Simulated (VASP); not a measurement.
**In: single point with PBE**

In:

```
In
1.0
    -1.66584    1.66584    2.48335
     1.66584   -1.66584    2.48335
     1.66584    1.66584   -2.48335
In
1
Cartesian
  0.0000 0.0000 0.0000
```

| Quantity | Value |
| --- | --- |
| Program | VASP 6.6.1 |
| Task | single point |
| Functional | PBE |
| Potentials or basis | VASP PAW PBE potentials, release 64 (In_d) |
| Cutoff | 600 eV |
| k mesh | 19 × 19 × 19 |
| Occupations | methfessel-paxton, width 0.1 eV |
| Spin | no spin polarisation |
| Further INCAR settings | ALGO = Normal; EDIFF = 1e-06 |

| Quantity | Value |
| --- | --- |
| Pressure | -0.1 GPa |
| Band gap on the k mesh | none (metal or under the smearing width) |

Levels at points of the mesh, in eV from the Fermi level:
```
           k point  band 2  band 3  band 4  band 5  band 6  band 7  band 8  band 9  band 10
(0.00, 0.00, 0.00)  -14.56  -14.56  -14.47  -14.40   -9.19   10.08   10.08   10.20    11.44
```

Run time: 17 s on 4 MPI ranks on Intel(R) Xeon(R) 6975P-C (Granite Rapids), on a shared host, peak memory 0.3 GiB a rank.
